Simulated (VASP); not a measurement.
# Te3H (P1) in VASP: single point with r2SCAN

Aim: the single point of Te3H with r2SCAN.

Everything below comes from runs of VASP 6.6.1. Logs are shortened: lines on timing, memory, paths and dates and some standing lists are left out, and cuts for length are marked.

### Step 1. The structure

The typed cell holds 8 atoms: a = 6.548 Å, b = 6.560 Å, c = 6.011 Å, α = 90.15°, β = 89.95°, γ = 60.03°.

The cell was built by a generator and needn't be a form met in nature.

### Step 2. Single point, r2SCAN

The input, POSCAR:

```
Te3H
1.0
    3.2724615200      5.6718276100      0.0027033500
   -3.2844484200      5.6787481100     -0.0086752200
    0.0104209100     -0.0031580900      6.0109562700
H Te
2 6
Direct
    0.9708300000      0.0132050000      0.9799760000
    0.0253180000      0.0011480000      0.5208330000
    0.3101780000      0.6820010000      0.2495590000
    0.3449600000      0.9930430000      0.7657190000
    0.0039730000      0.3183500000      0.2434740000
    0.6791370000      0.3057320000      0.7431070000
    0.6920690000      0.9828650000      0.2561120000
    0.9997330000      0.6773240000      0.7374330000
```

The input, INCAR.step1:

```
ALGO = Normal ; EDIFF = 1E-4
ENCUT = 520 ; GGA = PE
ISMEAR = 0 ; LASPH = T
LCHARG = F ; LREAL = F
LWAVE = T ; NBANDS = 29
NELM = 100 ; PREC = Accurate
SIGMA = 0.0169
```

The input, INCAR.step2:

```
ALGO = Normal ; EDIFF = 1E-6
ENCUT = 520 ; ISIF = 2
ISMEAR = 0 ; ISTART = 1
LASPH = T ; LCHARG = F
LMIXTAU = T ; LREAL = F
LWAVE = F ; METAGGA = R2SCAN
NBANDS = 29 ; NELM = 100
PREC = Accurate ; SIGMA = 0.0169
```

The input, KPOINTS:

```
Automatic mesh
0
Gamma
  3 3 3
  0 0.5 0
```

Potentials or basis: VASP PAW PBE potentials, release 64 (H, Te).

The run is started by

```bash
$ cat potpaw_PBE.64/H/POTCAR potpaw_PBE.64/Te/POTCAR > POTCAR
$ cp INCAR.step1 INCAR
$ mpirun -np 1 vasp_std > vasp.out
$ cp INCAR.step2 INCAR
$ mpirun -np 1 vasp_std > vasp.out
```

OUTCAR:

```text
EDIFF = 1E-6
   ENCUT = 520
   ISIF = 2
   ISMEAR = 0
   ISTART = 1
   LASPH = T
   LREAL = F
   METAGGA = R2SCAN
   NELM = 100
   PREC = Accurate

 ion  position               nearest neighbor table
   1  0.971  0.013  0.980-
   2  0.025  0.001  0.521-
   3  0.310  0.682  0.250-   7 3.51   8 3.58   5 3.62   4 3.63
   4  0.345  0.993  0.766-   5 3.60   3 3.63   6 3.67
   5  0.004  0.318  0.243-   4 3.60   3 3.62   7 3.68
   6  0.679  0.306  0.743-   8 3.57   7 3.58   4 3.67
   7  0.692  0.983  0.256-   3 3.51   8 3.53   6 3.58   5 3.68
   8  1.000  0.677  0.737-   7 3.53   6 3.57   3 3.58

  LATTYP: Found a triclinic cell.
 ALAT       =     6.5569234650
 B/A-ratio  =     1.9560704545
 C/A-ratio  =     1.0004954371
 COS(alpha) =     0.0001223905
 COS(beta)  =     0.5015798863
 COS(gamma) =     0.7642827734

  Lattice vectors:

 A1 = (  -6.5569099400,   0.0069205000,  -0.0113785700)
 A2 = (  -9.8189505500,  -5.6680652000,   5.9968743500)
 A3 = (  -3.2844484200,   5.6787481100,  -0.0086752200)

Analysis of symmetry for initial positions (statically):
=====================================================================
 Subroutine PRICEL returns:
 Original cell was already a primitive cell.

 Routine SETGRP: Setting up the symmetry group for a
 triclinic supercell.

 Subroutine GETGRP returns: Found  1 space group operations
 (whereof  1 operations were pure point group operations)
 out of a pool of  2 trial point group operations.

The static configuration has the point symmetry C_1 .

Analysis of symmetry for dynamics (positions and initial velocities):
=====================================================================
 Subroutine PRICEL returns:
 Original cell was already a primitive cell.

 Routine SETGRP: Setting up the symmetry group for a
 triclinic supercell.

 Subroutine GETGRP returns: Found  1 space group operations
 (whereof  1 operations were pure point group operations)
 out of a pool of  2 trial point group operations.

The dynamic configuration has the point symmetry C_1 .

 Subroutine INISYM returns: Found  1 space group operations
 (whereof  1 operations are pure point group operations),
 and found     1 'primitive' translations

----------------------------------------------------------------------------------------

                                     Primitive cell

  volume of cell :     223.6808

  direct lattice vectors                    reciprocal lattice vectors
     3.272461520  5.671827610  0.002703350     0.152604399  0.088262303 -0.000218191
    -3.284448420  5.678748110 -0.008675220    -0.152418586  0.087940458  0.000310444
     0.010420910 -0.003158090  6.010956270    -0.000288608  0.000087224  0.166363427

  length of vectors
     6.548178384  6.560172008  6.010966133     0.176290625  0.175968877  0.166363700

  position of ions in fractional coordinates (direct lattice)
     0.970830000  0.013205000  0.979976000
     0.025318000  0.001148000  0.520833000
     0.310178000  0.682001000  0.249559000
     0.344960000  0.993043000  0.765719000
     0.003973000  0.318350000  0.243474000
     0.679137000  0.305732000  0.743107000
     0.692069000  0.982865000  0.256112000
     0.999733000  0.677324000  0.737433000

  ion indices of the primitive-cell ions
   primitive index   ion index
                 1           1
                 2           2
                 3           3
                 4           4
                 5           5
                 6           6
                 7           7
                 8           8

----------------------------------------------------------------------------------------

 KPOINTS: Automatic mesh

Automatic generation of k-mesh.
 Grid dimensions read from file:
 generate k-points for:    3    3    3

 Generating k-lattice:

  Cartesian coordinates                     Fractional coordinates (reciprocal lattice)
     0.050868133  0.029420768 -0.000072730     0.333333333 -0.000000000  0.000000000
    -0.050806195  0.029313486  0.000103481    -0.000000000  0.333333333  0.000000000
    -0.000096203  0.000029075  0.055454476    -0.000000000  0.000000000  0.333333333

  Length of vectors
     0.058763542  0.058656292  0.055454567

  Shift w.r.t. Gamma in fractional coordinates (k-lattice)
     0.000000000  0.500000000  0.000000000

 Subroutine IBZKPT returns following result:
 ===========================================

 Found     14 irreducible k-points:

 Following reciprocal coordinates:
            Coordinates               Weight
 -0.000000  0.166667  0.000000      2.000000
  0.333333  0.166667  0.000000      2.000000
 -0.333333  0.166667 -0.000000      2.000000
 -0.000000  0.500000 -0.000000      1.000000
  0.333333  0.500000  0.000000      2.000000
  0.000000  0.166667  0.333333      2.000000
  0.333333  0.166667  0.333333      2.000000
 -0.333333  0.166667  0.333333      2.000000
 -0.000000  0.500000  0.333333      2.000000
  0.333333  0.500000  0.333333      2.000000
 -0.333333  0.500000  0.333333      2.000000
  0.000000 -0.166667  0.333333      2.000000
  0.333333 -0.166667  0.333333      2.000000
 -0.333333 -0.166667  0.333333      2.000000
   k-points           NKPTS =     14   k-points in BZ     NKDIM =     14   number of bands    NBANDS=     29
   number of dos      NEDOS =    301   number of ions     NIONS =      8
   total plane-waves  NPLWV = 120000
   dimension x,y,z NGX =    50 NGY =   50 NGZ =   48
   dimension x,y,z NGXF=   100 NGYF=  100 NGZF=   96
   ions per type =               2   6
   NGX,Y,Z   is equivalent  to a cutoff of  12.69, 12.67, 13.28 a.u.
   NGXF,Y,Z  is equivalent  to a cutoff of  25.39, 25.34, 26.55 a.u.
 SYSTEM =  unknown system
   PREC   = accura    normal or accurate (medium, high low for compatibility)
   ISTART =      1    job   : 0-new  1-cont  2-samecut
   ICHARG =      0    charge: 1-file 2-atom 10-const
   ISPIN  =      1    spin polarized calculation?
   LNONCOLLINEAR =      F non collinear calculations
   LSORBIT =      F    spin-orbit coupling
   LASPH  =      T    aspherical Exc in radial PAW
   ENCUT  =  520.0 eV  38.22 Ry    6.18 a.u.  12.18 12.20 11.18*2*pi/ulx,y,z
   NELM   =    100;   NELMIN=  2; NELMDL=  0     # of ELM steps
   EDIFF  = 0.1E-05   stopping-criterion for ELM
   LREAL  =      F    real-space projection
   EDIFFG = 0.1E-04   stopping-criterion for IOM
   NSW    =      0    number of steps for IOM
   IBRION =     -1    ionic relax: 0-MD 1-quasi-New 2-CG
   NFREE  =      0    steps in history (QN), initial steepest desc. (CG)
   ISIF   =      2    stress and relaxation
   ISYM   =      2    0-nonsym 1-usesym 2-fastsym
   POTIM  = 0.5000    time-step for ionic-motion
   TEBEG  =    0.0;   TEEND  =   0.0 temperature during run
   PSTRESS=    0.0 pullay stress
   NELECT =      38.0000    total number of electrons
   NUPDOWN=      -1.0000    fix difference up-down
   EMIN   =  10.00;   EMAX   =-10.00  energy-range for DOS
   EFERMI =   0.00;   METHOD = LEGACY
   ISMEAR =     0;   SIGMA  =   0.02  broadening in eV -4-tet -1-fermi 0-gaus
   EFERMI_NEDOS =   21; number of points for ismear=-14 and -15
   IALGO  =     38    algorithm
   IMIX   =      4    mixing-type and parameters
     AMIX     =   0.40;   BMIX     =  1.00
     AMIX_MAG =   1.60;   BMIX_MAG =  1.00
  volume/ion in A,a.u.               =      27.96       188.68
  Fermi-wavevector in a.u.,A,eV,Ry     =   0.906692  1.713399 11.185218  0.822090
  Thomas-Fermi vector in A             =   2.030410
   LORBIT       =      0    0 simple, 1 ext, 2 COOP (PROOUT), +10 PAW based schemes
   METAGGA = R2SCAN    functional components
   LHFCALC =     F    Hartree Fock is set to
   AEXX    =    0.0000 exact exchange contribution
   IVDW    =     0    specifies the selected vdW correction
   LEPSILON=     F    determine dielectric tensor
   LRPA    =     F    only Hartree local field effects (RPA)
 non-spin polarized calculation
 Gauss-broadening in eV      SIGMA  =   0.02
  energy-cutoff  :      520.00
  volume of cell :      223.68
 maximum number of plane-waves:      6041
 NGX is ok and might be reduce to    50
   NGX = 25   NGY = 25   NGZ = 23

 number of electron      37.9999999 magnetization

 Free energy of the ion-electron system (eV)
  ---------------------------------------------------
  ext. energy  EPLUGINS =         0.00000000
  ---------------------------------------------------
  free energy    TOTEN  =      -151.84722441 eV

  energy without entropy =     -151.84627711  energy(sigma->0) =     -151.84675076

 E-fermi :   4.6423     XC(G=0):  -9.4902

 val. band max:        4.6316363390   @ k =  -0.0000   0.1667   0.0000
 cond. band min:       4.6530009816   @ k =   0.3333   0.1667   0.0000
 fundamental gap:      0.0213646426
 Fermi energy:         4.6423186604

 k-point     1 :      -0.0000    0.1667    0.0000
  band No.  band energies     occupation
      1      -8.2343      2.00000
      2      -6.2766      2.00000
      3      -6.1438      2.00000
      4      -6.0640      2.00000
      5      -5.6992      2.00000
      6      -5.5823      2.00000
[... 21 lines left out ...]
     28      11.5730      0.00000
     29      12.4367      0.00000

 k-point     2 :       0.3333    0.1667    0.0000
  band No.  band energies     occupation
      1      -8.0413      2.00000
      2      -6.6077      2.00000
      3      -6.3613      2.00000
      4      -5.9978      2.00000
      5      -5.5956      2.00000
      6      -5.5610      2.00000
[... 21 lines left out ...]
     28      11.4092      0.00000
     29      11.6155      0.00000

 k-point     3 :      -0.3333    0.1667   -0.0000
  band No.  band energies     occupation
      1      -7.7525      2.00000
      2      -6.9670      2.00000
      3      -6.5713      2.00000
      4      -5.8390      2.00000
      5      -5.6101      2.00000
      6      -5.5830      2.00000
[... 318 lines left out ...]
      5      -5.9933      2.00000
      6      -5.8464      2.00000
[... 21 lines left out ...]
     28      10.9873      0.00000
     29      11.1177      0.00000

 k-point    14 :      -0.3333   -0.1667    0.3333
  band No.  band energies     occupation
      1      -7.6720      2.00000
      2      -6.7360      2.00000
      3      -6.3394      2.00000
      4      -6.1641      2.00000
      5      -5.8549      2.00000
      6      -5.7519      2.00000
[... 21 lines left out ...]
     28      11.4855      0.00000
     29      11.9058      0.00000

------------------------ aborting loop because EDIFF is reached ----------------------------------------

  FORCE on cell =-STRESS in cart. coord.  units (eV):
  Direction    XX          YY          ZZ          XY          YZ          ZX
  --------------------------------------------------------------------------------------
  -------------------------------------------------------------------------------------
  Total       -9.3280944     -7.9877946    -13.0086789      0.9676240      0.1591109     -0.1142985
  in kB      -66.8151187    -57.2148416    -93.1783476      6.9308813      1.1396772     -0.8186957
  external PRESSURE =     -72.4027693 kB  Pullay stress =       0.0000000 kB

 VOLUME and BASIS-vectors are now :
 -----------------------------------------------------------------------------
  energy-cutoff  :      520.00
  volume of cell :      223.68
      direct lattice vectors                 reciprocal lattice vectors
     3.272461520  5.671827610  0.002703350     0.152604399  0.088262303 -0.000218191
    -3.284448420  5.678748110 -0.008675220    -0.152418586  0.087940458  0.000310444
     0.010420910 -0.003158090  6.010956270    -0.000288608  0.000087224  0.166363427

 POSITION                                       TOTAL-FORCE (eV/Angst)
 -----------------------------------------------------------------------------------
      3.14384      5.57827      5.89310        -0.641579     -0.230866     -0.262395
      0.08451      0.14847      3.13076         0.140408      0.387747      0.242772
     -1.22235      5.63140      1.49501         0.135593     -0.034704      0.106338
     -2.12475      7.59338      4.59502        -0.019575     -0.048651      0.217890
     -1.03007      1.82959      1.46076        -0.054230      0.304622     -0.108654
      1.22603      5.58578      4.46597         0.186340     -0.096358      0.101122
     -0.96073      9.50593      1.53282         0.143183     -0.145327      0.044520
      1.05464      9.51434      4.42950         0.109860     -0.136463     -0.341593
 -----------------------------------------------------------------------------------
    total drift:                               -0.000123      0.000070      0.000010

  FREE ENERGIE OF THE ION-ELECTRON SYSTEM (eV)
  ---------------------------------------------------
  free  energy   TOTEN  =      -151.8472244135 eV

  energy  without entropy=     -151.8462771060  energy(sigma->0) =     -151.84675076
```

Run time: 7.4 min. Hardware: 1 thread of AMD EPYC 7R43 (Zen 3), shared host; peak memory 0.35 GiB.

What came out:

| Item | Value |
| --- | --- |
| Free energy | -151.8472 eV |
| Pressure | -7.2 GPa |
| Largest force | 0.731 eV/Å |
| Band gap on the k mesh | none (metal or under the smearing width) |

Forces in eV/Å, atoms in the order of the input:
```
H   -0.642 -0.231 -0.262
H    0.140  0.388  0.243
Te   0.136 -0.035  0.106
Te  -0.020 -0.049  0.218
Te  -0.054  0.305 -0.109
Te   0.186 -0.096  0.101
Te   0.143 -0.145  0.045
Te   0.110 -0.136 -0.342
```

Levels at points of the mesh, in eV from the Fermi level:
```csv
k point,band 16,band 17,band 18,band 19,band 20,band 21,band 22,band 23
"(0.00, 0.50, 0.00)",-1.30,-1.03,-0.38,-0.08,0.43,0.65,0.77,0.94
```

Caveat: the k mesh is coarse (spacing up to 0.37 Å⁻¹), so the values aren't converged; the PAW data sets were made with another functional, which shifts forces and pressure a little. The run has no spin-orbit coupling, so splittings on Te are missing.
